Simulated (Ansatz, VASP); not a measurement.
# TaN in VASP and in Ansatz

Contents of INCAR:

```
ALGO = Normal
EDIFF = 1E-7
ENCUT = 520
GGA = PS
ISIF = 2
ISMEAR = 0
LASPH = True
LCHARG = False
LREAL = False
LWAVE = False
NBANDS = 15
NELM = 100
PREC = Accurate
SIGMA = 0.15
```

Contents of KPOINTS:

```
k-points
0
Gamma
  20 20 20
```

Contents of POSCAR:

```
TaN
1.0
   -0.4722201551      1.9702978885      1.9702978885
    1.9702978885     -0.4722201551      1.9702978885
    1.9702978885      1.9702978885     -0.4722201551
Ta N
1 1
Direct
    0.5000000000      0.5000000000      0.5000000000
    0.0000000000      0.0000000000      0.0000000000
```

Input for Ansatz:

```yaml
crystal:
  lattice:
    - [-0.4722201551, 1.9702978885, 1.9702978885]
    - [1.9702978885, -0.4722201551, 1.9702978885]
    - [1.9702978885, 1.9702978885, -0.4722201551]
  atoms:
    - { symbol: Ta, position: [0.5, 0.5, 0.5] }
    - { symbol: "N", position: [0.0, 0.0, 0.0] }
basis:
  ecutwfc: 420
kpoints:
  mp_grid: { grid: [20, 20, 20] }
hamiltonian:
  xc: pbesol
scf:
  occupations: { method: gaussian, width: 0.15 }
output:
  forces: true
  stress: true
  eigenvalues: true
```

Alike in both runs: task single point; functional PBEsol; k mesh 20 × 20 × 20; occupations gaussian, width 0.15 eV; no spin polarisation.

```csv
,VASP,Ansatz
version,VASP 6.6.1,Ansatz 0.2.0
potentials or method,"VASP PAW PBE potentials, release 64 (Ta_pv, N)","scalar-relativistic, plane waves, PAW"
plane-wave cutoff (eV),520,420
valence electrons in the cell,16,18
```

Ansatz gave:

```
gap on the k mesh at the Fermi level (eV)       : none
pressure (GPa)                                  : 3.1
largest component of the traceless stress (GPa) : 11.70
```

Problem. Estimate VASP's values.

Solution. gap on the k mesh at the Fermi level (eV): none; pressure (GPa): 4.1; largest component of the traceless stress (GPa): 11.58.

A gap of «none» marks a metal or a gap that the smearing closes. The two sets of potentials don't hold the same shells in valence.

Caveats: the PAW data sets were made with another functional, which shifts forces and pressure a little (VASP). The runs have no spin-orbit coupling, so splittings on Ta are missing.
